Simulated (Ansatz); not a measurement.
Take a crystal in which Ba has been replaced by Ca on all its sites, with the cell rescaled by a rough guess (in some cases also distorted within its space group) and nothing relaxed:

```
CELL_PARAMETERS angstrom
-3.75616 3.75616 3.69361
3.75616 -3.75616 3.69361
3.75616 3.75616 -3.69361
ATOMIC_POSITIONS crystal
Ca 0.80530 0.69470 0.50000
Ca 0.19470 0.30530 0.50000
Ca 0.30530 0.80530 0.11061
Ca 0.69470 0.19470 0.88939
```

All numbers below come from DFT PBE, scalar-relativistic, plane waves, PAW (Ansatz).

Plane waves to 420 eV, a k mesh through Γ of 8×8×8 on the computed 4-atom cell and Gaussian smearing (0.10 eV); no spin polarisation.

**Question.** Will this cell want to expand or contract, and how hard?

**Answer.** The pressure is -1.7 GPa (positive in compression), so the cell would contract.

**Question.** Is it a metal on this mesh?

**Answer.** Yes, a band crosses the Fermi level.

This form isn't the element's structure at ambient conditions.